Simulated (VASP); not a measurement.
# AlN (Fm-3m) in VASP: Born charges and dielectric tensor with RPBE

Aim: the Born charges and dielectric tensor of AlN with RPBE.

Program: VASP 6.6.1. These are calculated values, not measurements. Logs are shortened: lines on timing, memory, paths and dates and some standing lists are left out, and cuts for length are marked.

### 1 The structure

Symmetry: Fm-3m, No. 225, cubic system. Conventional cell: a = 4.091 Å, b = 4.091 Å, c = 4.091 Å, α = 90.00°, β = 90.00°, γ = 90.00°. Around Al (site symmetry m-3m) lie 6 N at 2.05 Å. N (site symmetry m-3m) has 6 Al at 2.05 Å as nearest neighbours.

Measurements of this composition are mostly on another form, of space group No. 186.

### 2 Born charges and dielectric tensor, RPBE

INCAR reads:

```
SYSTEM = AlN
  PREC = Accurate
  ENCUT = 600
  EDIFF = 1E-8
  ISMEAR = 0
  SIGMA = 0.02
  LREAL = .False.
  LASPH = .True.
  NELM = 100
  ALGO = Normal
  ISIF = 2
  LWAVE = .False.
  LCHARG = .False.
  GGA = RP
  LEPSILON = .True.
  IBRION = 8
  NSW = 1
```

KPOINTS reads:

```
regular mesh
0
Gamma
  10 10 10
  0 0 0
```

POSCAR reads:

```
AlN
1.0
    0.0000000000      2.0455400000      2.0455400000
    2.0455400000      0.0000000000      2.0455400000
    2.0455400000      2.0455400000      0.0000000000
Al N
1 1
Direct
    0.5000000000      0.5000000000      0.5000000000
    0.0000000000      0.0000000000      0.0000000000
```

Potentials or basis: VASP PAW PBE potentials, release 64 (Al, N).

Launch:

```console
cat potpaw_PBE.64/Al/POTCAR potpaw_PBE.64/N/POTCAR > POTCAR
mpirun -np 1 vasp_std > vasp.out
```

OUTCAR:

```text
SYSTEM = AlN
   PREC = Accurate
   ENCUT = 600
   EDIFF = 1E-8
   ISMEAR = 0
   LREAL = .False.
   LASPH = .True.
   NELM = 100
   ISIF = 2
   GGA = RP
   LEPSILON = .True.
   IBRION = 8
   NSW = 1

 ion  position               nearest neighbor table
   1  0.500  0.500  0.500-   2 2.05   2 2.05   2 2.05   2 2.05   2 2.05   2 2.05
   2  0.000  0.000  0.000-   1 2.05   1 2.05   1 2.05   1 2.05   1 2.05   1 2.05

  LATTYP: Found a face centered cubic cell.
 ALAT       =     4.0910800000

  Lattice vectors:

 A1 = (   0.0000000000,   2.0455400000,   2.0455400000)
 A2 = (   2.0455400000,   0.0000000000,   2.0455400000)
 A3 = (   2.0455400000,   2.0455400000,   0.0000000000)

Analysis of symmetry for initial positions (statically):
=====================================================================
 Subroutine PRICEL returns:
 Original cell was already a primitive cell.

 Routine SETGRP: Setting up the symmetry group for a
 face centered cubic supercell.

 Subroutine GETGRP returns: Found 48 space group operations
 (whereof 48 operations were pure point group operations)
 out of a pool of 48 trial point group operations.

The static configuration has the point symmetry O_h .

Analysis of symmetry for dynamics (positions and initial velocities):
=====================================================================
 Subroutine PRICEL returns:
 Original cell was already a primitive cell.

 Routine SETGRP: Setting up the symmetry group for a
 face centered cubic supercell.

 Subroutine GETGRP returns: Found 48 space group operations
 (whereof 48 operations were pure point group operations)
 out of a pool of 48 trial point group operations.

The dynamic configuration has the point symmetry O_h .

 Subroutine INISYM returns: Found 48 space group operations
 (whereof 48 operations are pure point group operations),
 and found     1 'primitive' translations

----------------------------------------------------------------------------------------

                                     Primitive cell

  volume of cell :      17.1180

  direct lattice vectors                    reciprocal lattice vectors
     0.000000000  2.045540000  2.045540000    -0.244434233  0.244434233  0.244434233
     2.045540000  0.000000000  2.045540000     0.244434233 -0.244434233  0.244434233
     2.045540000  2.045540000  0.000000000     0.244434233  0.244434233 -0.244434233

  length of vectors
     2.892830410  2.892830410  2.892830410     0.423372510  0.423372510  0.423372510

  position of ions in fractional coordinates (direct lattice)
     0.500000000  0.500000000  0.500000000
     0.000000000  0.000000000  0.000000000

  ion indices of the primitive-cell ions
   primitive index   ion index
                 1           1
                 2           2

----------------------------------------------------------------------------------------

 KPOINTS: regular mesh

Automatic generation of k-mesh.
 Grid dimensions read from file:
 generate k-points for:   10   10   10

 Generating k-lattice:

  Cartesian coordinates                     Fractional coordinates (reciprocal lattice)
    -0.024443423  0.024443423  0.024443423     0.100000000  0.000000000  0.000000000
     0.024443423 -0.024443423  0.024443423     0.000000000  0.100000000  0.000000000
     0.024443423  0.024443423 -0.024443423     0.000000000  0.000000000  0.100000000

  Length of vectors
     0.042337251  0.042337251  0.042337251

  Shift w.r.t. Gamma in fractional coordinates (k-lattice)
     0.000000000  0.000000000  0.000000000

 Subroutine IBZKPT returns following result:
 ===========================================

[... 372 lines left out ...]
  energy-cutoff  :      600.00
  volume of cell :       17.12
      direct lattice vectors                 reciprocal lattice vectors
     0.000000000  2.045540000  2.045540000    -0.244434233  0.244434233  0.244434233
     2.045540000  0.000000000  2.045540000     0.244434233 -0.244434233  0.244434233
     2.045540000  2.045540000  0.000000000     0.244434233  0.244434233 -0.244434233

 POSITION                                       TOTAL-FORCE (eV/Angst)
 -----------------------------------------------------------------------------------
      2.04554      2.04554      2.04554         0.000000     -0.000000      0.000000
      0.00000      0.00000      0.00000        -0.000000      0.000000     -0.000000
 -----------------------------------------------------------------------------------
    total drift:                                0.000000     -0.000000     -0.000000

  FREE ENERGIE OF THE ION-ELECTRON SYSTEM (eV)
  ---------------------------------------------------
  free  energy   TOTEN  =       -13.7864311616 eV

  energy  without entropy=      -13.7864311616  energy(sigma->0) =      -13.78643116

 HEAD OF MICROSCOPIC STATIC DIELECTRIC TENSOR (INDEPENDENT PARTICLE, excluding Hartree and local field effects)
 ------------------------------------------------------
           5.357832    -0.000000     0.000000
           0.000000     5.357832     0.000000
          -0.000000     0.000000     5.357832
 ------------------------------------------------------

 Free energy of the ion-electron system (eV)
  ---------------------------------------------------
  ---------------------------------------------------
  free energy    TOTEN  =        -0.22107317 eV

  energy without entropy =       -0.22107317

------------------------ aborting loop because EDIFF is reached ----------------------------------------

--------------------------------------- Ionic step        2  -------------------------------------------

------------------------ aborting loop because EDIFF is reached ----------------------------------------

--------------------------------------- Ionic step        3  -------------------------------------------

------------------------ aborting loop because EDIFF is reached ----------------------------------------

 PIEZOELECTRIC TENSOR FIELD DIRECTION 3  (e Angst)
 -----------------------------------------------------------------------------
     0.00008  0.00000  0.00000           ( -0.00001  0.00000  0.00000)
     0.00000  0.00008 -0.00000           (  0.00000 -0.00001  0.00000)
     0.00000  0.00000 -0.00043           (  0.00000  0.00000 -0.00001)

 PIEZOELECTRIC TENSOR FIELD DIRECTION 3  (C/m^2)
 -----------------------------------------------------------------------------
     0.00007  0.00000  0.00000
     0.00000  0.00007 -0.00000
     0.00000  0.00000 -0.00040

--------------------------------------- Ionic step        4  -------------------------------------------

------------------------ aborting loop because EDIFF is reached ----------------------------------------

[... ionic steps 5 to 6 ...]

--------------------------------------- Ionic step        7  -------------------------------------------

 Free energy of the ion-electron system (eV)
  ---------------------------------------------------
  ---------------------------------------------------
  free energy    TOTEN  =        -0.23531282 eV

  energy without entropy =       -0.23531282

------------------------ aborting loop because EDIFF is reached ----------------------------------------

 INTERNAL STRAIN TENSOR  FOR ION    2  DIRECTION 1   (eV/Angst):
 -----------------------------------------------------------------------------
    -0.02127  0.00000  0.00000
    -0.00000  0.01433  0.00000
     0.00000  0.00000  0.01433

 MACROSCOPIC STATIC DIELECTRIC TENSOR (including local field effects in DFT)
 ------------------------------------------------------
           5.244524    -0.000000    -0.000000
          -0.000000     5.244524    -0.000000
           0.000000     0.000000     5.244524
 ------------------------------------------------------

 PIEZOELECTRIC TENSOR (including local field effects)  for field in x, y, z        (e  Angst)
          XX          YY          ZZ          XY          YZ          ZX
  --------------------------------------------------------------------------------
  x     0.00000     0.00000     0.00000     0.00000     0.00000     0.00000
  y     0.00000     0.00000     0.00000     0.00000     0.00000     0.00000
  z     0.00000     0.00000     0.00000     0.00000     0.00000     0.00000

 PIEZOELECTRIC TENSOR (including local field effects)  for field in x, y, z        (C/m^2)
          XX          YY          ZZ          XY          YZ          ZX
  --------------------------------------------------------------------------------
  x     0.00000     0.00000     0.00000     0.00000     0.00000     0.00000
  y     0.00000     0.00000     0.00000     0.00000     0.00000     0.00000
  z     0.00000     0.00000     0.00000     0.00000     0.00000     0.00000

 BORN EFFECTIVE CHARGES (including local field effects) (in |e|, cummulative output)
 ---------------------------------------------------------------------------------
 ion    1
    1     2.99657     0.00000     0.00000
    2    -0.00000     2.99657     0.00000
    3     0.00000     0.00000     2.99657
 ion    2
    1    -2.99657     0.00000     0.00000
    2     0.00000    -2.99657    -0.00000
    3    -0.00000     0.00000    -2.99657

 INTERNAL STRAIN TENSOR FOR ION    2 for displacements in x,y,z  (eV/Angst):
          X           Y           Z          XY          YZ          ZX
  --------------------------------------------------------------------------------
  x     0.00000     0.00000     0.00000     0.00000     0.00000     0.00000
  y     0.00000     0.00000     0.00000     0.00000     0.00000     0.00000
  z     0.00000     0.00000     0.00000     0.00000     0.00000     0.00000

 SECOND DERIVATIVES (NOT SYMMETRIZED)
 ------------------------------------
               1X          1Y          1Z          2X          2Y          2Z
  1X    -6.178712    0.000000    0.000000    6.178712    0.000000    0.000000
  1Y     0.000000   -6.178712    0.000000    0.000000    6.178712    0.000000
  1Z     0.000000    0.000000   -6.178712    0.000000    0.000000    6.178712
  2X     6.181620    0.000000    0.000000   -6.181620    0.000000    0.000000
  2Y     0.000000    6.181620    0.000000    0.000000   -6.181620    0.000000
  2Z     0.000000    0.000000    6.181620    0.000000    0.000000   -6.181620

 Eigenvectors and eigenvalues of the dynamical matrix
 ----------------------------------------------------

   1 f  =   12.801328 THz    80.433113 2PiTHz  427.006324 cm-1    52.942013 meV
             X         Y         Z           dx          dy          dz
      2.045540  2.045540  2.045540     0.555336    0.182028    0.000000
      0.000000  0.000000  0.000000    -0.771094   -0.252749    0.000000
[... 21 lines left out ...]
   6 f/i=    0.001428 THz     0.008973 2PiTHz    0.047638 cm-1     0.005906 meV
             X         Y         Z           dx          dy          dz
      2.045540  2.045540  2.045540    -0.573789    0.573789    0.000000
      0.000000  0.000000  0.000000    -0.413238    0.413238    0.000000

--------------------------------------------------------------------------------------------------------

 MACROSCOPIC STATIC DIELECTRIC TENSOR IONIC CONTRIBUTION
 ------------------------------------------------------
          15.358894    -0.000000     0.000000
          -0.000000    15.358894    -0.000000
           0.000000    -0.000000    15.358894
 ------------------------------------------------------

 ELASTIC MODULI CONTR FROM IONIC RELAXATION (kBar)
 Direction    XX          YY          ZZ          XY          YZ          ZX
 --------------------------------------------------------------------------------
 XX           0.0000      0.0000      0.0000      0.0000      0.0000      0.0000
 YY           0.0000      0.0000      0.0000      0.0000      0.0000      0.0000
 ZZ           0.0000      0.0000      0.0000      0.0000      0.0000      0.0000
 XY           0.0000      0.0000      0.0000      0.0000      0.0000      0.0000
 YZ           0.0000      0.0000      0.0000      0.0000      0.0000      0.0000
 ZX           0.0000      0.0000      0.0000      0.0000      0.0000      0.0000
 --------------------------------------------------------------------------------

 PIEZOELECTRIC TENSOR IONIC CONTR  for field in x, y, z        (C/m^2)
          XX          YY          ZZ          XY          YZ          ZX
  --------------------------------------------------------------------------------
  x     0.00000     0.00000     0.00000     0.00000     0.00000     0.00000
  y     0.00000     0.00000     0.00000     0.00000     0.00000     0.00000
  z     0.00000     0.00000     0.00000     0.00000     0.00000     0.00000
```

Run time: 91 s. Hardware: 1 thread of Intel Xeon Platinum 8488C (Sapphire Rapids), shared host; peak memory 0.17 GiB.

Results:

- Band gap on the k mesh: 4.38 eV, indirect (least direct gap 5.20 eV)
- Electronic dielectric tensor (diagonal): 5.24
- Born charges (mean of the diagonal): Al +3.00; N -3.00 e
- Highest phonon frequency at Γ, LO-TO splitting left out: 427 cm⁻¹

Levels at points of the mesh, in eV from the valence-band top:
```csv
k point,band 1,band 2,band 3,band 4,band 5,band 6,band 7,band 8
"(0.00, 0.00, 0.00)",-17.29,0.00,0.00,0.00,5.20,12.06,12.06,12.06
"(0.50, 0.00, 0.00)",-14.19,-8.07,-1.02,-1.02,5.92,10.80,10.80,12.89
"(0.50, 0.50, 0.00)",-13.27,-7.15,-2.71,-2.71,4.38,5.36,13.70,16.83
```

Phonon frequencies in cm⁻¹ (negative: imaginary):
```csv
q point,frequencies
"(0.000, 0.000, 0.000)",0 0 0 427 427 427
```

Electronic dielectric tensor:
```
5.24 0.00 0.00
0.00 5.24 0.00
0.00 0.00 5.24
```

Born effective charge tensors (e):
atom 1, Al
```
3.00 0.00 0.00
0.00 3.00 0.00
0.00 0.00 3.00
```
atom 2, N
```
-3.00  0.00  0.00
 0.00 -3.00  0.00
 0.00  0.00 -3.00
```

 A k mesh can miss the band edges.
